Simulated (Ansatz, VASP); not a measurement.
# One calculation of Be, two programs

```
Be
1.0
     2.25441    0.00000    0.00000
    -1.12721    1.95238    0.00000
     0.00000    0.00000    3.53576
Be
2
Direct
  0.66667 0.33333 0.75000
  0.33333 0.66667 0.25000
```

Change from the starting cell: volume scaled by 0.96.

Alike in both runs: task single point; functional PBE; k mesh 13 × 13 × 8; occupations fermi-dirac, width 0.05 eV; no spin polarisation.

|  | VASP | Ansatz |
| --- | --- | --- |
| version | VASP 6.6.1 | Ansatz 0.2.0 |
| potentials or method | VASP PAW PBE potentials, release 64 (Be) | Ansatz PAW |
| plane-wave cutoff (eV) | 520 | 420 |
| valence electrons in the cell | 4 | 4 |

```tsv
	VASP	Ansatz	Ansatz less VASP
gap on the k mesh at the Fermi level (eV)	none	none	-
pressure (GPa)	2.3	2.2	-0.17
largest component of the traceless stress (GPa)	0.23	0.26	+0.033
```

A gap of «none» marks a metal or a gap that the smearing closes. With one functional, cell and mesh, what is left measures potentials, basis and numerics.
